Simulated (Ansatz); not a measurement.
Stackings of close-packed layers of C (tetrahedral net, letters for double layers), each relaxed to a stress under 0.05 GPa; h and k mark layers whose two neighbours have the same or different letters; energies count from the stacking AB (P6_3/mmc).

Theory: Ansatz, DFT PBEsol, scalar-relativistic, plane waves, PAW.

Settings: cutoff 420 eV, Γ-centred mesh 12×12×2 on the computed 16-atom cell, Gaussian smearing of 0.02 eV; no spin polarisation.

Start (ABABACAB (hhhhkhkh)):

```
CELL_PARAMETERS angstrom
2.49881 0.00000 0.00000
-1.24941 2.16404 0.00000
0.00000 0.00000 16.64334
ATOMIC_POSITIONS crystal
C 0.00000 0.00000 0.00000
C 0.00000 0.00000 0.09375
C 0.33333 0.66667 0.12500
C 0.33333 0.66667 0.21875
C 0.00000 0.00000 0.25000
C 0.00000 0.00000 0.34375
C 0.33333 0.66667 0.37500
C 0.33333 0.66667 0.46875
C 0.00000 0.00000 0.50000
C 0.00000 0.00000 0.59375
C 0.66667 0.33333 0.62500
C 0.66667 0.33333 0.71875
C 0.00000 0.00000 0.75000
C 0.00000 0.00000 0.84375
C 0.33333 0.66667 0.87500
C 0.33333 0.66667 0.96875
```

Q: Give the relaxed structure and its energy.

A: The free energy falls by 1 meV/atom.

| Item | Value |
| --- | --- |
| excess energy (meV/atom) | -7.5 |
| spacing of like layers (Å) | 2.073 |
| a (Å) | 2.502 |
| gap on the mesh (eV) | 3.62 |

Relaxed structure:
```yaml
crystal:
  lattice:
    - [2.50208, 0.00000, 0.00000]
    - [-1.25104, 2.16686, 0.00000]
    - [0.00000, 0.00000, 16.58660]
  atoms:
    - { symbol: C, position: [0.00000, 0.00000, 0.99949] }
    - { symbol: C, position: [0.00000, 0.00000, 0.09341] }
    - { symbol: C, position: [0.33333, 0.66667, 0.12491] }
    - { symbol: C, position: [0.33333, 0.66667, 0.21884] }
    - { symbol: C, position: [0.00000, 0.00000, 0.25034] }
    - { symbol: C, position: [0.00000, 0.00000, 0.34426] }
    - { symbol: C, position: [0.33333, 0.66667, 0.37573] }
    - { symbol: C, position: [0.33333, 0.66667, 0.46975] }
    - { symbol: C, position: [0.00000, 0.00000, 0.50099] }
    - { symbol: C, position: [0.00000, 0.00000, 0.59361] }
    - { symbol: C, position: [0.66667, 0.33333, 0.62481] }
    - { symbol: C, position: [0.66667, 0.33333, 0.71894] }
    - { symbol: C, position: [0.00000, 0.00000, 0.75014] }
    - { symbol: C, position: [0.00000, 0.00000, 0.84276] }
    - { symbol: C, position: [0.33333, 0.66667, 0.87400] }
    - { symbol: C, position: [0.33333, 0.66667, 0.96802] }
```

It took 2.9 min on 1 thread of Intel(R) Xeon(R) Processor @ 2.50GHz (Skylake/Cascade Lake), on a shared host, peak memory 0.42 GiB.